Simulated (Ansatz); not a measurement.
## BeS (NiAs type): zone-centre phonons and dielectric response

Perturbation theory with PBEsol in the plane-wave code Ansatz on the PBEsol cell, ground state and force constants on a 9×9×4 mesh. Simulation only: spin-unpolarised, and no claim that this is the phase found in nature.

The symmetry is P6_3/mmc (No. 194, hexagonal); conventional cell a = 3.271 Å, c = 5.207 Å, 12.06 Å³ an atom. Be is surrounded by 6 S at 2.29 Å; S is surrounded by 6 Be at 2.29 Å.

Space group P6_3/mmc (No. 194). a = 3.271 Å, b = 3.271 Å, c = 5.207 Å, α = 90.00°, β = 90.00°, γ = 120.00°
```
atom  site  symmetry       x       y       z
  Be    2a      -3m.  0.0000  0.0000  0.0000
   S    2c      -6m2  0.3333  0.6667  0.2500
```

Optical modes without the longitudinal term (negative means imaginary):
```json
{"ω (cm⁻¹)": "-177", "degeneracy": "1", "IR intensity, summed over the level ((D/Å)²/amu)": "52.68"}
{"ω (cm⁻¹)": "-14", "degeneracy": "2", "IR intensity, summed over the level ((D/Å)²/amu)": "0.00"}
{"ω (cm⁻¹)": "257", "degeneracy": "2", "IR intensity, summed over the level ((D/Å)²/amu)": "0.00"}
{"ω (cm⁻¹)": "282", "degeneracy": "2", "IR intensity, summed over the level ((D/Å)²/amu)": "90.64"}
{"ω (cm⁻¹)": "349", "degeneracy": "1", "IR intensity, summed over the level ((D/Å)²/amu)": "0.00"}
{"ω (cm⁻¹)": "596", "degeneracy": "1", "IR intensity, summed over the level ((D/Å)²/amu)": "0.00"}
```

2 optical levels at Γ are imaginary (177i, 14i cm⁻¹, printed negative): the cell isn't a minimum and would distort. By the program's warning the force constants, and with them frequencies and ε⁰, aren't converged on this mesh. Of the real levels 1 is infrared active, the strongest at 282 cm⁻¹.

ε∞: 9.00 along x and y, 9.93 along z. Born charges, averaged over directions: Be +2.70, S -2.70 e.

For comparison, on the r2SCAN cell the mean ε∞ is 8.11 with r2SCAN (ground state on 9×9×4; least gap 1.81 eV in its run on 12×12×6 and the special points), 9.06 with PBE (ground state on 9×9×4; least gap 1.46 eV in its run on 12×12×6 and the special points).
